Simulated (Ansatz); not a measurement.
## A N vacancy in zincblende AlN, 63 atoms, charge +2

All numbers come from Ansatz (PAW, plane waves, no spin–orbit coupling) at the single k point (¼, ¼, ¼) without its symmetry partners. The atoms were relaxed with PBEsol in a fixed cell; other functionals are single points on those atoms unless said otherwise. The valence top and gap of the host come from its small cell on a dense mesh, with the band extrema sought between the mesh points, lined up by the mean potential, PBEsol gap 3.19 eV, HSE06 gap 4.55 eV. The charge correction uses an assumed dielectric constant of 8.5.

Cell: a = 8.755 Å, b = 8.755 Å, c = 8.755 Å, α = 90.00°, β = 90.00°, γ = 90.00°.

Nearest atoms after relaxation, from the placed atom (for vacancies from the middle of the vacant sites): Al at 2.10 Å, Al at 2.11 Å, Al at 2.11 Å, Al at 2.11 Å, N at 3.09 Å, N at 3.09 Å, N at 3.09 Å, N at 3.09 Å.

Chemical potentials μ are those of reference phases of the elements at zero temperature by the same functional (the usual solids, diamond for C, grey Sn, and the molecules H2, N2, O2, F2, Cl2, Br2 and S8).

```
functional  E(defect) − E(host) − Σ nμ + q·E_VBM (eV)  monopole (eV)  alignment (eV)  formation energy at E_F = VBM (eV)  moment (μB)              wall time, shared host
    PBEsol                                       1.52           1.10           -0.41                                2.21          1.0  4.8 s on NVIDIA GB200 (relaxation)
```

(1) Estimate the formation energy and moment that HSE06 gives on these atoms.

(2) How does the monopole term follow by hand for this cubic cell?

HSE06 one-electron levels near the gap (the ten most localised at most), from the host's valence top, not corrected for the charge's images:

```
level (eV)  spin  filling  atoms sharing it  element of the atom with most weight
     -0.19    up     1.00              25.4                                spread
     -0.19    up     1.00              25.4                                spread
     -0.18  down     1.00              25.6                                spread
     -0.18  down     1.00              25.6                                spread
     -0.17    up     1.00              33.8                                spread
     -0.16  down     1.00              34.1                                spread
     -0.07    up     1.00              36.8                                spread
     -0.07    up     1.00              36.8                                spread
      0.93    up     1.00              12.7                                    Al
      2.75  down     0.00              10.5                                    Al
```

All elements are taken at their own reference at once; growth conditions in equilibrium with the host shift these energies, by up to the host's formation enthalpy.

One k point and a cell of this size can leave errors of several tenths of an eV in such numbers.

Results:

(1) 0.71 eV at E_F = VBM (-0.01 eV before the monopole term 1.10 eV and the alignment -0.38 eV), moment 1.0 μB.

(2) q²·α·e²/(4πε₀)/(2εL) with the Madelung constant α = 2.837 and e²/4πε₀ = 14.40 eV·Å: 4 × 2.837 × 14.40 / (2 × 8.5 × 8.755) = 1.10 eV.
